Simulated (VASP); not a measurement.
# ZnS (P6_3mc) in VASP: notebook

Aim: see how the results for ZnS move with the level of theory and the settings. Levels: BLYP+D3(BJ), b88 exchange, pbe correlation, revPBE+D3(BJ). Tasks: single point, relaxation of cell and atoms.

Program: VASP 6.6.1. These are calculated values, not measurements. Logs are shortened: lines on timing, memory, paths and dates and some standing lists are left out, and cuts for length are marked.

**What was measured.**

A printed reference work, monograph reports, for a bulk crystal of ZnS at 4 K: band gap 3.911 eV (direct).

The results are compared with them further down.

## Step 1: The cell of the first run

The structure is hexagonal, space group P6_3mc (No. 186). Conventional cell: a = 3.760 Å, b = 3.760 Å, c = 18.437 Å, α = 90.00°, β = 90.00°, γ = 120.00°. Zn (site symmetry 3m) has 4 S at 2.30 Å within 3.0 Å. Zn (site symmetry 3m) has 4 S at 2.30 Å within 3.0 Å. Zn (site symmetry 3m) has 4 S at 2.30 Å within 3.0 Å. S (site symmetry 3m) has 4 Zn at 2.30 Å within 3.0 Å. Within 3.0 Å of S (site symmetry 3m) lie 4 Zn at 2.30 Å. S (site symmetry 3m) has 4 Zn at 2.30 Å within 3.0 Å.

## Step 2: Single point, BLYP+D3(BJ)

The input, INCAR:

```
AGGAC    = 1.0          
AGGAX    = 1.0          
ALDAC    = 0.0          
ALDAX    = 1.0          
ALGO     = Normal         # electronic algorithm
EDIFF    = 1E-7           # SCF threshold, eV
ENCUT    = 520            # plane-wave cutoff, eV
GGA      = B5             # functional
ISIF     = 2              # what is computed and relaxed
ISMEAR   = -1             # smearing method
IVDW     = 12             # dispersion correction
LASPH    = T              # aspherical terms in the spheres
LCHARG   = F              # write CHGCAR
LREAL    = F              # projectors in reciprocal space
LWAVE    = F              # write WAVECAR
NBANDS   = 66             # bands
NELM     = 80             # most SCF steps
PREC     = Accurate       # precision mode
SIGMA    = 0.05           # smearing width, eV
VDW_A1   = 0.4298       
VDW_A2   = 4.2359       
VDW_S6   = 1.0          
VDW_S8   = 2.6996
```

The input, KPOINTS:

```
k-points
0
Gamma
  8 8 2
```

The input, POSCAR:

```
ZnS
1.0
    3.7604801709      0.0000000000      0.0000000000
   -1.8802400855      3.2566713584      0.0000000000
    0.0000000000      0.0000000000     18.4373916028
Zn S
6 6
Direct
    0.3333333333      0.6666666667      0.8333300000
    0.6666666667      0.3333333333      0.3333300000
    0.6666666667      0.3333333333      0.6666700000
    0.3333333333      0.6666666667      0.1666700000
    0.0000000000      0.0000000000      0.5000000000
    0.0000000000      0.0000000000      0.0000000000
    0.3333333333      0.6666666667      0.9583300000
    0.6666666667      0.3333333333      0.4583300000
    0.6666666667      0.3333333333      0.7916700000
    0.3333333333      0.6666666667      0.2916700000
    0.0000000000      0.0000000000      0.6250000000
    0.0000000000      0.0000000000      0.1250000000
```

Potentials or basis: VASP PAW PBE potentials, release 64 (Zn, S).

Started as:

```
> cat potpaw_PBE.64/Zn/POTCAR potpaw_PBE.64/S/POTCAR > POTCAR
> mpirun -np 1 vasp_std > vasp.out
```

OUTCAR:

```text
EDIFF = 1E-7
   ENCUT = 520
   GGA = B5
   ISIF = 2
   ISMEAR = -1
   IVDW = 12
   LASPH = T
   LREAL = F
   NELM = 80
   PREC = Accurate
 IVDW          = 12

 ion  position               nearest neighbor table
   1  0.333  0.667  0.833-   9 2.30   9 2.30   9 2.30   7 2.30
   2  0.667  0.333  0.333-  10 2.30  10 2.30  10 2.30   8 2.30
   3  0.667  0.333  0.667-  11 2.30  11 2.30  11 2.30   9 2.30
   4  0.333  0.667  0.167-  12 2.30  12 2.30  12 2.30  10 2.30
   5  0.000  0.000  0.500-   8 2.30   8 2.30   8 2.30  11 2.30
   6  0.000  0.000  0.000-   7 2.30   7 2.30   7 2.30  12 2.30
   7  0.333  0.667  0.958-   6 2.30   6 2.30   6 2.30   1 2.30
   8  0.667  0.333  0.458-   5 2.30   5 2.30   5 2.30   2 2.30
   9  0.667  0.333  0.792-   1 2.30   1 2.30   1 2.30   3 2.30
  10  0.333  0.667  0.292-   2 2.30   2 2.30   2 2.30   4 2.30
  11  0.000  0.000  0.625-   3 2.30   3 2.30   3 2.30   5 2.30
  12  0.000  0.000  0.125-   4 2.30   4 2.30   4 2.30   6 2.30

  LATTYP: Found a hexagonal cell.
 ALAT       =     3.7604801709
 C/A-ratio  =     4.9029354670

  Lattice vectors:

 A1 = (   3.7604801709,   0.0000000000,   0.0000000000)
 A2 = (  -1.8802400855,   3.2566713584,   0.0000000000)
 A3 = (   0.0000000000,   0.0000000000,  18.4373916028)

Analysis of symmetry for initial positions (statically):
=====================================================================
 Subroutine PRICEL returns:
 Original cell was already a primitive cell.

 Routine SETGRP: Setting up the symmetry group for a
 hexagonal supercell.

 Subroutine GETGRP returns: Found 12 space group operations
 (whereof  6 operations were pure point group operations)
 out of a pool of 24 trial point group operations.

The static configuration has the point symmetry C_3v.
 The point group associated with its full space group is C_6v.

Analysis of symmetry for dynamics (positions and initial velocities):
=====================================================================
 Subroutine PRICEL returns:
 Original cell was already a primitive cell.

 Routine SETGRP: Setting up the symmetry group for a
 hexagonal supercell.

 Subroutine GETGRP returns: Found 12 space group operations
 (whereof  6 operations were pure point group operations)
 out of a pool of 24 trial point group operations.

The dynamic configuration has the point symmetry C_3v.
 The point group associated with its full space group is C_6v.

 Subroutine INISYM returns: Found 12 space group operations
 (whereof  6 operations are pure point group operations),
 and found     1 'primitive' translations

----------------------------------------------------------------------------------------

                                     Primitive cell

  volume of cell :     225.7962

  direct lattice vectors                    reciprocal lattice vectors
     3.760480171  0.000000000  0.000000000     0.265923487  0.153530997  0.000000000
    -1.880240086  3.256671358  0.000000000     0.000000000  0.307061994  0.000000000
     0.000000000  0.000000000 18.437391603     0.000000000  0.000000000  0.054237607

  length of vectors
     3.760480171  3.760480171 18.437391603     0.307061994  0.307061994  0.054237607

  position of ions in fractional coordinates (direct lattice)
     0.333333333  0.666666667  0.833330000
     0.666666667  0.333333333  0.333330000
     0.666666667  0.333333333  0.666670000
     0.333333333  0.666666667  0.166670000
     0.000000000  0.000000000  0.500000000
     0.000000000  0.000000000  0.000000000
     0.333333333  0.666666667  0.958330000
     0.666666667  0.333333333  0.458330000
     0.666666667  0.333333333  0.791670000
     0.333333333  0.666666667  0.291670000
     0.000000000  0.000000000  0.625000000
     0.000000000  0.000000000  0.125000000

  ion indices of the primitive-cell ions
   primitive index   ion index
                 1           1
                 2           2
                 3           3
                 4           4
                 5           5
                 6           6
                 7           7
[... 51 lines left out ...]

 Free energy of the ion-electron system (eV)
  ---------------------------------------------------
  ext. energy  EPLUGINS =         0.00000000
  ---------------------------------------------------
  free energy    TOTEN  =       -34.13634418 eV

  energy without entropy =      -34.13634418  energy(sigma->0) =      -34.13634418

 E-fermi :   3.9730     XC(G=0):  -9.3255

 val. band max:        2.9422960056   @ k =   0.0000   0.0000   0.0000
 cond. band min:       5.3183234377   @ k =   0.0000   0.0000   0.0000
 fundamental gap:      2.3760274321
 Fermi energy:         3.9729710235

 k-point     1 :       0.0000    0.0000    0.0000
  band No.  band energies     occupation
      1     -10.5052      2.00000
      2     -10.2914      2.00000
      3     -10.2836      2.00000
      4      -9.7959      2.00000
      5      -9.7886      2.00000
      6      -9.5044      2.00000
[... 58 lines left out ...]
     65       9.4386      0.00000
     66       9.5545      0.00000

 k-point     2 :       0.1250    0.0000    0.0000
  band No.  band energies     occupation
      1     -10.3937      2.00000
      2     -10.1885      2.00000
      3     -10.1807      2.00000
      4      -9.7168      2.00000
      5      -9.7095      2.00000
      6      -9.4426      2.00000
[... 58 lines left out ...]
     65       9.5941      0.00000
     66       9.6279      0.00000

 k-point     3 :       0.2500    0.0000    0.0000
  band No.  band energies     occupation
      1     -10.0937      2.00000
      2      -9.9168      2.00000
      3      -9.9088      2.00000
      4      -9.5202      2.00000
      5      -9.5135      2.00000
      6      -9.2984      2.00000
[... 1162 lines left out ...]
     65       9.5628      0.00000
     66       9.5628      0.00000

 k-point    20 :       0.3750    0.2500    0.5000
  band No.  band energies     occupation
      1      -9.3335      2.00000
      2      -9.3335      2.00000
      3      -9.2663      2.00000
      4      -9.2663      2.00000
      5      -9.2036      2.00000
      6      -9.2036      2.00000
[... 58 lines left out ...]
     65       9.7201      0.00000
     66       9.7201      0.00000

------------------------ aborting loop because EDIFF is reached ----------------------------------------

 Edisp (eV)   -8.44123

 E8    (eV) :    -5.9080

  FORCE on cell =-STRESS in cart. coord.  units (eV):
  Direction    XX          YY          ZZ          XY          YZ          ZX
  --------------------------------------------------------------------------------------
  -------------------------------------------------------------------------------------
  Total       4.40497     4.40497     4.66834    -0.00000     0.00000     0.00000
  in kB      31.25625    31.25625    33.12500    -0.00000     0.00000     0.00000
  external pressure =       31.88 kB  Pullay stress =        0.00 kB

 VOLUME and BASIS-vectors are now :
 -----------------------------------------------------------------------------
  energy-cutoff  :      520.00
  volume of cell :      225.80
      direct lattice vectors                 reciprocal lattice vectors
     3.760480171  0.000000000  0.000000000     0.265923487  0.153530997  0.000000000
    -1.880240086  3.256671358  0.000000000     0.000000000  0.307061994  0.000000000
     0.000000000  0.000000000 18.437391603     0.000000000  0.000000000  0.054237607

 POSITION                                       TOTAL-FORCE (eV/Angst)
 -----------------------------------------------------------------------------------
     -0.00000      2.17111     15.36443        -0.000000     -0.000000      0.004626
      1.88024      1.08556      6.14574         0.000000      0.000000      0.004626
      1.88024      1.08556     12.29166        -0.000000      0.000000      0.041693
     -0.00000      2.17111      3.07296         0.000000     -0.000000      0.041693
      0.00000      0.00000      9.21870         0.000000      0.000000     -0.005655
      0.00000      0.00000      0.00000        -0.000000     -0.000000     -0.005655
     -0.00000      2.17111     17.66911         0.000000      0.000000     -0.055829
      1.88024      1.08556      8.45041        -0.000000      0.000000     -0.055829
      1.88024      1.08556     14.59633         0.000000      0.000000     -0.009982
     -0.00000      2.17111      5.37763        -0.000000     -0.000000     -0.009982
      0.00000      0.00000     11.52337         0.000000     -0.000000      0.025146
      0.00000      0.00000      2.30467        -0.000000      0.000000      0.025146
 -----------------------------------------------------------------------------------
    total drift:                               -0.000003     -0.000005     -0.000125

  FREE ENERGIE OF THE ION-ELECTRON SYSTEM (eV)
  ---------------------------------------------------
  free  energy   TOTEN  =       -42.5775705936 eV

  energy  without entropy=      -42.5775705935  energy(sigma->0) =      -42.57757059
```

Run time: 7.1 min. Hardware: 1 thread of Intel Xeon Platinum 8259CL at 2.50GHz (Skylake/Cascade Lake), shared host; peak memory 0.44 GiB.

What came out:

```
Free energy                : -42.5776 eV
Pressure                   : 3.2 GPa
Largest force              : 0.056 eV/Å
Band gap on the k mesh     : 2.38 eV
Dispersion energy per atom : -0.703 eV
```

Forces in eV/Å, atoms in the order of the input:
```
Zn   0.000  0.000  0.005
Zn   0.000  0.000  0.005
Zn   0.000  0.000  0.042
Zn   0.000  0.000  0.042
Zn   0.000  0.000 -0.006
Zn   0.000  0.000 -0.006
S    0.000  0.000 -0.056
S    0.000  0.000 -0.056
S    0.000  0.000 -0.010
S    0.000  0.000 -0.010
S    0.000  0.000  0.025
S    0.000  0.000  0.025
```

Stress tensor (GPa, compression positive):
```
3.13 0.00 0.00
0.00 3.13 0.00
0.00 0.00 3.31
```

Levels at points of the mesh, in eV from the valence-band top:
```tsv
k point	band 50	band 51	band 52	band 53	band 54	band 55	band 56	band 57	band 58	band 59
(0.00, 0.00, 0.00)	-0.26	-0.26	-0.03	0.00	0.00	2.38	3.34	3.43	3.45	3.56
(0.50, 0.00, 0.00)	-1.57	-1.34	-1.33	-1.15	-0.93	3.53	3.63	3.70	3.98	4.10
(0.00, 0.00, 0.50)	-0.50	-0.07	-0.07	-0.07	-0.07	2.85	2.85	3.38	3.38	3.68
(0.50, 0.00, 0.50)	-1.70	-1.28	-1.28	-1.04	-1.04	3.45	3.45	3.93	3.93	4.24
```

Caveat: the cell stands under pressure; the PAW data sets were made with another functional, which shifts forces and pressure a little. A k mesh can miss the band edges.

## Step 3: Single point, b88 exchange, pbe correlation

This run uses another cell than the first one, of 20.14 Å³/atom.

The input, INCAR:

```
SYSTEM = ZnS
PREC = Accurate
ENCUT = 500
EDIFF = 1E-6
ISMEAR = -1
SIGMA = 0.05
LREAL = .False.
LASPH = .True.
NELM = 120
ALGO = Normal
ISIF = 2
LWAVE = .False.
LCHARG = .False.
GGA = LIBXC
LIBXC1 = GGA_X_B88
LIBXC2 = GGA_C_PBE
NBANDS = 66
GGA_COMPAT = .False.
```

The input, KPOINTS:

```
regular mesh
0
Gamma
  8 8 2
  0 0 0
```

The input, POSCAR:

```
ZnS
1.0
    3.8461407617      0.0000000000      0.0000000000
   -1.9230703808      3.3308556061      0.0000000000
    0.0000000000      0.0000000000     18.8673602685
Zn S
6 6
Direct
    0.3333333333      0.6666666667      0.8332689117
    0.6666666667      0.3333333333      0.3332689117
    0.6666666667      0.3333333333      0.6667839531
    0.3333333333      0.6666666667      0.1667839531
    0.0000000000      0.0000000000      0.5000288227
    0.0000000000      0.0000000000      0.0000288227
    0.3333333333      0.6666666667      0.9581580662
    0.6666666667      0.3333333333      0.4581580662
    0.6666666667      0.3333333333      0.7916449046
    0.3333333333      0.6666666667      0.2916449046
    0.0000000000      0.0000000000      0.6251153417
    0.0000000000      0.0000000000      0.1251153417
```

Potentials or basis: VASP PAW PBE potentials, release 64 (Zn, S).

Started as:

```
> cat potpaw_PBE.64/Zn/POTCAR potpaw_PBE.64/S/POTCAR > POTCAR
> mpirun -np 1 vasp_std > vasp.out
```

Wall time 6.7 min (1 thread of Intel Xeon Platinum 8259CL at 2.50GHz (Skylake/Cascade Lake), shared host); peak memory 0.44 GiB.

It converged, with:

| Property | Result |
| --- | --- |
| Free energy | -39.6368 eV |
| Pressure | 0.1 GPa |
| Band gap on the k mesh | 2.05 eV |

Forces on the atoms (eV/Å):
```
Zn   0.000  0.000 -0.001
Zn   0.000  0.000 -0.001
Zn   0.000  0.000  0.001
Zn   0.000  0.000  0.001
Zn   0.000  0.000 -0.002
Zn   0.000  0.000 -0.002
S    0.000  0.000 -0.001
S    0.000  0.000 -0.001
S    0.000  0.000  0.000
S    0.000  0.000  0.000
S    0.000  0.000  0.002
S    0.000  0.000  0.002
```

Levels at points of the mesh, in eV from the valence-band top:
```tsv
k point	band 51	band 52	band 53	band 54	band 55	band 56	band 57	band 58
(0.00, 0.00, 0.00)	-0.23	-0.02	0.00	0.00	2.05	3.12	3.20	3.26
(0.50, 0.00, 0.00)	-1.21	-1.20	-1.05	-0.84	3.41	3.59	3.64	3.87
(0.00, 0.00, 0.50)	-0.06	-0.06	-0.06	-0.06	2.53	2.53	3.23	3.23
(0.50, 0.00, 0.50)	-1.17	-1.17	-0.94	-0.94	3.37	3.37	3.86	3.86
```

Caveat: the PAW data sets were made with another functional, which shifts forces and pressure a little.

## Step 4: Relaxation of cell and atoms, revPBE+D3(BJ)

This run uses another cell than the first one, of 19.60 Å³/atom.

The input, INCAR:

```
SYSTEM = ZnS
ALGO = Normal
EDIFF = 1E-7
EDIFFG = -0.01
ENCUT = 600
GGA = RE
IBRION = 2
ISIF = 3
ISMEAR = -1
IVDW = 12
LASPH = .True.
LCHARG = .False.
LREAL = .False.
LWAVE = .False.
NELM = 80
NSW = 60
PREC = Accurate
SIGMA = 0.05
```

The input, KPOINTS:

```
k-points
0
Gamma
  8 8 2
  0 0 0
```

The input, POSCAR:

```
ZnS
1.0
    3.8120000000      0.0000000000      0.0000000000
   -1.9060000000      3.3012888392      0.0000000000
    0.0000000000      0.0000000000     18.6899900000
Zn S
6 6
Direct
    0.3333333333      0.6666666667      0.8333300000
    0.6666666667      0.3333333333      0.3333300000
    0.6666666667      0.3333333333      0.6666700000
    0.3333333333      0.6666666667      0.1666700000
    0.0000000000      0.0000000000      0.5000000000
    0.0000000000      0.0000000000      0.0000000000
    0.3333333333      0.6666666667      0.9583300000
    0.6666666667      0.3333333333      0.4583300000
    0.6666666667      0.3333333333      0.7916700000
    0.3333333333      0.6666666667      0.2916700000
    0.0000000000      0.0000000000      0.6250000000
    0.0000000000      0.0000000000      0.1250000000
```

Started as:

```
> cat potpaw_PBE.64/Zn/POTCAR potpaw_PBE.64/S/POTCAR > POTCAR
> mpirun -np 1 vasp_std > vasp.out
```

Wall time 37 min (1 thread of Oxide Virtual Turin-like, shared host); peak memory 0.52 GiB.

The run converged. Its results:

- Free energy: -44.8447 eV
- Relaxed volume: 19.21 Å³/atom
- Relaxed cell: a = 3.785 Å, b = 3.785 Å, c = 18.580 Å, α = 90.00°, β = 90.00°, γ = 120.00°
- Space group after relaxing (to 0.1 Å): P6_3mc (No. 186)
- Energy gained by relaxing: 2.0 meV/atom
- Ionic steps: 6
- Pressure after relaxing: 0.0 GPa
- Largest force after relaxing: 0.009 eV/Å
- Band gap on the k mesh: 2.38 eV
- Dispersion energy per atom: -0.622 eV

Forces on the atoms (eV/Å):
```
Zn   0.000  0.000 -0.008
Zn   0.000  0.000 -0.008
Zn   0.000  0.000  0.009
Zn   0.000  0.000  0.009
Zn   0.000  0.000  0.008
Zn   0.000  0.000  0.008
S    0.000  0.000 -0.002
S    0.000  0.000 -0.002
S    0.000  0.000  0.002
S    0.000  0.000  0.002
S    0.000  0.000 -0.009
S    0.000  0.000 -0.009
```

Step by step:
```csv
step,energy change (eV),largest force (eV/Å),pressure (GPa),volume (Å³)
1,0.0000,0.0384,-1.52,235.20
2,-0.0212,0.0263,0.52,228.92
3,-0.0235,0.0293,0.02,230.39
4,-0.0235,0.0295,-0.02,230.48
5,-0.0237,0.0186,-0.02,230.49
6,-0.0238,0.0090,-0.03,230.49
```

Final structure:
```
Zn S
1.0
     3.78476    0.00000    0.00000
    -1.89238    3.27769    0.00000
     0.00000    0.00000   18.58012
Zn S
6 6
Direct
  0.33333 0.66667 0.83332
  0.66667 0.33333 0.33332
  0.66667 0.33333 0.66685
  0.33333 0.66667 0.16685
  0.00000 0.00000 0.50002
  0.00000 0.00000 0.00002
  0.33333 0.66667 0.95807
  0.66667 0.33333 0.45807
  0.66667 0.33333 0.79162
  0.33333 0.66667 0.29162
  0.00000 0.00000 0.62510
  0.00000 0.00000 0.12510
```

Levels at points of the mesh, in eV from the valence-band top:
```tsv
k point	band 50	band 51	band 52	band 53	band 54	band 55	band 56	band 57	band 58	band 59
(0.00, 0.00, 0.00)	-0.25	-0.25	-0.03	0.00	0.00	2.38	3.36	3.43	3.48	3.56
(0.50, 0.00, 0.00)	-1.54	-1.30	-1.30	-1.13	-0.91	3.54	3.65	3.69	3.97	4.11
(0.00, 0.00, 0.50)	-0.49	-0.07	-0.07	-0.07	-0.07	2.84	2.84	3.41	3.41	3.69
(0.50, 0.00, 0.50)	-1.66	-1.26	-1.26	-1.02	-1.02	3.46	3.46	3.94	3.94	4.23
```

Caveat: the PAW data sets were made with another functional, which shifts forces and pressure a little. A k mesh can miss the band edges.

## Step 5: Overview

| task | level | cell | cutoff (eV) | gap on the mesh (eV) | pressure (GPa) | largest force (eV/Å) |
| --- | --- | --- | --- | --- | --- | --- |
| single point | BLYP+D3(BJ) | a = 3.760, b = 3.760, c = 18.437 Å, angles 90.0, 90.0, 120.0°, 12 atoms | 520 | 2.38 | 3.2 | 0.06 |
| single point | b88 exchange, pbe correlation | a = 3.846, b = 3.846, c = 18.867 Å, angles 90.0, 90.0, 120.0°, 12 atoms | 500 | 2.05 | 0.1 | - |
| relaxation of cell and atoms | revPBE+D3(BJ) | relaxed from a = 3.812, b = 3.812, c = 18.690 Å, angles 90.0, 90.0, 120.0°, 12 atoms | 600 | 2.38 | 0.0 | 0.01 |

Alike in all rows: potentials or basis VASP PAW PBE potentials, release 64 (Zn, S); no spin polarisation; k mesh 8 × 8 × 2; smearing fermi-dirac 0.05 eV.

Caveats: the PAW data sets were made with another functional, which shifts forces and pressure a little; the cell stands under pressure (at least some runs).

Absolute energies hang on the potentials; compare differences alone.

## Step 6: How close it comes

Step 3. A measured gap of ZnS is 3.911 eV (direct; 4 K; a printed reference work, monograph); the calculated 2.05 eV misses it by -1.87 eV. The value is that of b88 exchange, pbe correlation on a finite k mesh, which can miss the band edges, without temperature or zero-point motion.
